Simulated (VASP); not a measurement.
Runs of VASP 6.6.1 on InP. The structure is cubic, space group F-43m (No. 216). Conventional cell: a = 5.861 Å, b = 5.861 Å, c = 5.861 Å, α = 90.00°, β = 90.00°, γ = 90.00°. Around In (site symmetry -43m) lie 4 P at 2.54 Å. P (site symmetry -43m) is surrounded by 4 In at 2.54 Å. 

```tsv
task	level	spin	cell	k mesh	cutoff (eV)	smearing	optimiser	other keys	gap on the mesh (eV)	pressure (GPa)
relaxation of cell and atoms	optPBE-vdW	off	relaxed	8 × 8 × 8	600	tetrahedron	FIRE	-	(b)	0.0
hyperfine couplings	PBEsol+rVV10	collinear, zero start	as given	8 × 8 × 8	520	gaussian 0.01 eV	-	ALGO = Conjugate; AMIX = 0.8	(a)	0.3
single point	PBEsol	off	as given	8 × 8 × 8	520	gaussian 0.05 eV	-	-	0.61	0.6
single point	optB88-vdW	SOC, no magnetisation	as given	6 × 6 × 6	520	gaussian 0.05 eV	-	-	-	3.0
```

Alike in all rows: potentials or basis VASP PAW PBE potentials, release 64 (In_d, P).

Problem. Estimate the missing entries.

Solution. (a) 0.60; (b) 0.33.

Caveats: the PAW data sets were made with another functional, which shifts forces and pressure a little; spin-orbit coupling is left out, which moves the levels of the heavy elements (some runs).

A k mesh can miss the band edges, and rows without SOC leave out spin-orbit coupling on In.
